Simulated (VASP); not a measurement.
## A VASP 6.6.1 single-point calculation on Ge

INCAR

```
GGA = PE
NSW = 0
ISIF = 2
LWAVE = .FALSE.
IBRION = -1
ISMEAR = -1
EDIFF = 1E-7
LREAL = Auto
NELM = 58
LCHARG = .FALSE.
PREC = Accurate
SIGMA = 0.02
LASPH = .TRUE.
NBANDS = 21
ENCUT = 300
IVDW = 10
```

KPOINTS

```
KPOINTS created by Atomic Simulation Environment
0
Gamma
8 8 8
0 0 0
```

POSCAR

```
Ge
 1.0000000000000000
     0.0000000000000000    2.8368735120999999    2.7517673067000001
     2.8368735120999999    0.0000000000000000    2.7517673067000001
     2.8368735120999999    2.8368735120999999    0.0000000000000000
 Ge
   2
Cartesian
  0.0000000000000000  0.0000000000000000  0.0000000000000000
  1.4184367560500000  1.4184367560500000  1.3758836533500001
```

The recommended PBE PAW datasets give the neutral cell 28 valence electrons.

Command

```
mpirun -np 1 vasp_std
```

Task: How does this run end, and what does it give?

Result: It converged. Results: gap between bands v and c on the k mesh 0.07 eV; least direct gap on the k mesh 0.07 eV; pressure -0.7 GPa. Band v is the last that the valence electrons fill when counted band by band, and c is the next.

OSZICAR

```
N       E                     dE             d eps       ncg     rms          rms(c)
DAV:   1     0.156713804485E+03    0.15671E+03   -0.11017E+04  2764   0.267E+03
DAV:   2     0.116778539576E+02   -0.14504E+03   -0.14064E+03  2518   0.478E+02
DAV:   3    -0.853278747597E+01   -0.20211E+02   -0.20109E+02  2853   0.119E+02
DAV:   4    -0.904833586009E+01   -0.51555E+00   -0.51540E+00  2733   0.223E+01
DAV:   5    -0.905519771422E+01   -0.68619E-02   -0.68617E-02  2828   0.265E+00    0.329E+00
DAV:   6    -0.899160965388E+01    0.63588E-01   -0.20008E-02  2783   0.134E+00    0.195E+00
DAV:   7    -0.895965891008E+01    0.31951E-01   -0.50813E-02  2759   0.187E+00    0.146E-01
DAV:   8    -0.896137885666E+01   -0.17199E-02   -0.59300E-03  2763   0.854E-01    0.451E-02
DAV:   9    -0.896154965833E+01   -0.17080E-03   -0.25465E-04  2847   0.189E-01    0.157E-02
DAV:  10    -0.896155885718E+01   -0.91989E-05   -0.21654E-05  3285   0.443E-02    0.631E-03
DAV:  11    -0.896156107576E+01   -0.22186E-05   -0.31203E-06  2798   0.219E-02    0.138E-03
DAV:  12    -0.896156109482E+01   -0.19064E-07   -0.95146E-08  2317   0.349E-03
   1 F= -.96663173E+01 E0= -.96662542E+01  d E =-.126233E-03
```

For comparison, a separate PBE run of the intended cell, on usual settings and not on those above, gives a gap of 0.07 eV on its mesh and a pressure of 5.3 GPa.
